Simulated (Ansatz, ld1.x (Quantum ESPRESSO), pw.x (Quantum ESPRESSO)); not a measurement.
**From atom to crystal: TM potential for technetium**

- Element: Tc (Z = 43)
- Generator: ld1.x (Quantum ESPRESSO) 7.5
- Type: norm-conserving Troullier–Martins (Kleinman–Bylander form)
- Functional: PBE
- Relativity: scalar-relativistic
- Frozen core: [Kr]
- Valence charge: 7
- Reference configuration: 4d5 5s2 5p0
- Partial waves: 5s (bound): rc 3.60 bohr; 5p (bound, empty): rc 2.65 bohr; 4d (bound): rc 2.10 bohr
- Local potential: all-electron potential smoothed inside 2.40 bohr (lloc = -1)
- Core correction: a·sin(br)/r model core inside 1.95 bohr

Crystal test: diamond Tc in pw.x 7.5, no spin, 8³ k-points, Fermi–Dirac smearing 0.01 Ry, cutoffs 55/220 Ry. The reference is all-electron LAPW (Ansatz 0.2.0) with the same functional, mesh and smearing; V0 and B0 come from Birch–Murnaghan fits to the pressures at five volumes. Errors are pseudo minus all-electron; Δ is the rms difference of the E(V) curves that follow from these fits, minima aligned, over ±6 % about the mean V0. Mesh and smearing are coarse, so the numbers serve the comparison and aren't converged zero-temperature values; the lattice is a test structure that the element need not adopt.

All-electron: a0 = 5.541 Å (V0 = 21.27 Å³/atom), B0 = 149.7 GPa.

How far does the potential miss the all-electron equation of state?

mean pressure error (GPa): -3.92; a0 (Å): 5.491; a0 error (%): -0.91; B0 error (%): -0.8; Δ (meV/atom): 19.0. The largest radius (3.60 bohr) exceeds half the bond length (2.27 bohr), so the spheres overlap, which is one possible source of error among others. This is a poor potential for the solid. Note: ghost state, extra bound levels that the all-electron valence spectrum of the same l lacks: s at -4.0 eV. A true bound ghost makes a file unfit for plane-wave use. Atomic configuration tests: 3 of 7 tests not solved or not reliable. The logarithmic derivative shows an extra or strongly shifted pseudo pole above the reference energy (s near -0.29 Ry, p near 1.73 Ry).

```json
{"V (Å³/atom)": "20.207", "P all-electron (GPa)": "8.57", "P pseudo (GPa)": "3.70"}
{"V (Å³/atom)": "20.739", "P all-electron (GPa)": "3.99", "P pseudo (GPa)": "-0.33"}
{"V (Å³/atom)": "21.271", "P all-electron (GPa)": "-0.01", "P pseudo (GPa)": "-3.87"}
{"V (Å³/atom)": "21.803", "P all-electron (GPa)": "-3.52", "P pseudo (GPa)": "-6.97"}
{"V (Å³/atom)": "22.335", "P all-electron (GPa)": "-6.58", "P pseudo (GPa)": "-9.68"}
```

At the middle volume, how do free energy and pressure move when the wave cutoff is lowered (ecutrho kept at four times it)?

```csv
cutoff (Ry),shift of F (meV/atom),shift of P (GPa)
25,+3497.4,-94.56
33,+540.4,-24.34
44,+10.1,-1.07
```

The run at the middle volume (29 k-points, 8 iterations) took about 12 s on one core of a shared host (Neoverse-V1, 32 threads, 247 GiB, load 24).
